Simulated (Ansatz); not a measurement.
# In3Sb2: from a trial structure to a relaxed crystal

These are results of DFT PBE, scalar-relativistic, plane waves, PAW (Ansatz 0.2.0), not measurements. Cutoff 420 eV, Γ-centred k mesh, Gaussian smearing, no spin polarisation in the final step.

In3Sb2 was placed on the anti-A-type sesquioxide structure type (P-3m1, No. 164), with Sb in place of La, In in place of O, at a guessed volume.

```
In Sb
1.0
     4.53347    0.00000    0.00000
    -2.26673    3.92610    0.00000
     0.00000    0.00000    7.05334
In Sb
3 2
Direct
  0.00000 0.00000 0.00000
  0.33333 0.66667 0.64500
  0.66667 0.33333 0.35500
  0.33333 0.66667 0.24500
  0.66667 0.33333 0.75500
```

Cell and atoms relax at zero pressure; the relaxation can't lower the symmetry of the start. After a coarse first stage the cell is made exact in the group found at 0.06 Å.

Energies over the elements count from the elements' standard structures at the same level, with no empirical corrections.

(1) Which crystal results?

(2) What are its volume, energy, density and gap?

## Answers

(1) It keeps P-3m1 (No. 164). The result has the A-type sesquioxide structure. Conventional cell: a = 4.976 Å, c = 7.401 Å. In on Wyckoff site a (1 atom of the primitive cell) is coordinated by 6 Sb at 3.32 Å and 6 In at 3.90 Å; In on Wyckoff site d (2 atoms of the primitive cell) has 4 Sb at 3.03–3.10 Å; Sb has 4 In at 3.03–3.10 Å and 3 In at 3.32 Å.

Space group P-3m1 (No. 164). a = 4.976 Å, b = 4.976 Å, c = 7.401 Å, α = 90.00°, β = 90.00°, γ = 120.00°
```csv
atom,site,symmetry,x,y,z
In,1a,-3m.,0.0000,0.0000,0.0000
In,2d,3m.,0.3333,0.6667,0.6433
Sb,2d,3m.,0.3333,0.6667,0.2247
```

(2) The volume per atom is 31.74 Å³, the density is 6.15 g/cm³ and the energy over the elements is -0.01 eV/atom. The gap on the 12×12×6 mesh is 0 eV (a metal).

The final run used a 12×12×6 mesh on its 5-atom cell and 0.10 eV smearing. The k mesh leaves about 4 meV/atom of noise in metals. Spin–orbit coupling is left out. Symmetry constrained the relaxation, so the result can be a saddle point.

Cost: 3 runs of about 6.4 core-minutes in all, on Intel Xeon Platinum 8488C (Sapphire Rapids) (shared hosts).